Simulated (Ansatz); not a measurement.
# Settings and their price: C(111) slab, H on the bottom face (45 atoms)

The cell holds 45 atoms: 36 C and 9 H. Cell: a = 7.567 Å, b = 7.567 Å, c = 15.664 Å, α = 90.0°, β = 90.0°, γ = 120.0°. It derives from C (diamond-structure). Diamond-structure C (a = 3.567 Å), (111) slab of 4 atomic planes, 3 x 3 surface cells, H on the broken bonds of the bottom face, 12 Å of vacuum; displaced by a Gaussian of 0.02 Å. Regions: slab, 36 atoms (36 C); hydrogen, 9 atoms (9 H). Vacuum lies along c.

Geometry: as built.

Reference run: Kohn-Sham DFT, PBE+D3(BJ), PAW (set soft_2), plane waves (Ansatz 0.2.0), cutoff 750 eV, k-mesh 2×2×1, fermi-dirac smearing of 0.025 eV.

```
r.m.s. force component                           : 1.779 eV/Å
spacing of highest filled and lowest empty level : 0.0064 eV
SCF cycles                                       : 17
time                                             : 10 s on 4 threads of AMD EPYC 9R45, shared host
```

Q: Estimate how much each variant changes the results, and its time and memory.
- support functions medium
- support functions low
- support functions high
- support functions medium, radius 3.12 Å
- support functions medium, radius 3.37 Å
- support functions medium, radius 3.6 Å
- support functions medium, radius 3.86 Å
- support functions medium, radius 4.34 Å
- support functions medium, radius 4.82 Å

Each row is set against the run with plane waves at 750 eV (Kohn-Sham DFT, PBE+D3(BJ), PAW (set soft_2), plane waves; r.m.s. force component 1.78 eV/Å). Energies are set beside the reference only for runs with its functional, potentials and electron count. Times are for 4 threads of AMD EPYC 9R45, shared host.

| run | Δ force, r.m.s. (meV/Å) | share of r.m.s. force (%) | Δ energy (meV/atom) | cycles | time | host memory (GiB) |
| --- | --- | --- | --- | --- | --- | --- |
| reference | - | - | - | 17 | 10 s | 4.6 |
| support functions medium | 0.662 | 0.0372 | -0.191 | 22 | 43 s | 1.6 |
| support functions low | 0.723 | 0.0406 | -0.192 | 19 | 39 s | 1.5 |
| support functions high | 0.227 | 0.0128 | -0.142 | 29 | 2.2 min | 3.3 |
| support functions medium, radius 3.12 Å | 0.725 | 0.0408 | -0.191 | 21 | 43 s | 1.6 |
| support functions medium, radius 3.37 Å | 0.681 | 0.0383 | -0.191 | 22 | 47 s | 1.7 |
| support functions medium, radius 3.6 Å | 0.648 | 0.0364 | -0.191 | 21 | 49 s | 1.8 |
| support functions medium, radius 3.86 Å | 0.631 | 0.0355 | -0.191 | 21 | 56 s | 2.0 |
| support functions medium, radius 4.34 Å | 0.615 | 0.0345 | -0.191 | 21 | 71 s | 2.3 |
| support functions medium, radius 4.82 Å | 0.623 | 0.035 | -0.191 | 21 | 91 s | 2.7 |

Among numerical settings the force difference runs from 0.23 meV/Å (support functions high) to 0.72 meV/Å (support functions medium, radius 3.12 Å). At 45 atoms the fastest of the runs at a preset level, support functions low, takes 3.9 times the time of plane waves, in 19 SCF cycles against 17. Differences between support functions and plane waves include what basis error the plane-wave run still has. As the radius goes from 3.12 to 4.82 Å, the force difference goes from 0.72 to 0.62 meV/Å (not steadily; the least is 0.61 at 4.34 Å), and the time from 43 s to 91 s. The electron count is odd and the run has no spin polarisation.

[Logs are printed without paths, hosts, clocks, repeated set-up lines and the standing remarks that a program may print on its own settings, such as how far it seeks lower states.]

[Hosts, paths, dates, database ids (printed as entryN), source tags and the programs' standing remarks are cut or masked in the printed files.]
